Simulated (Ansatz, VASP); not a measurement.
**SnTe: VASP beside Ansatz**

```
CELL_PARAMETERS angstrom
3.98128 0.00000 0.00000
0.00000 3.98128 0.00000
0.00000 0.00000 3.98128
ATOMIC_POSITIONS crystal
Te 0.50000 0.50000 0.50000
Sn 0.00000 0.00000 0.00000
```

Change from the starting cell: volume scaled by 1.06.

Alike in both runs: task single point; functional PBEsol; k mesh 7 × 7 × 7; occupations fermi-dirac, width 0.05 eV; no spin polarisation.

|  | VASP | Ansatz |
| --- | --- | --- |
| version | VASP 6.6.1 | Ansatz 0.2.0 |
| potentials or method | VASP PAW PBE potentials, release 64 (Te, Sn_d), cutoff 520 eV | all-electron LAPW, scalar-relativistic |

```tsv
	VASP	Ansatz	Ansatz less VASP
gap on the k mesh at the Fermi level (eV)	none	none	-
pressure (GPa)	-5.1	-5.1	+0.04
```

A gap of «none» marks a metal or a gap that the smearing closes. Ansatz ran all-electron here, so the differences hold the error of VASP's frozen core and of both bases.

Caveats: the PAW data sets were made with another functional, which shifts forces and pressure a little (VASP). The runs have no spin-orbit coupling, so splittings on Te are missing.
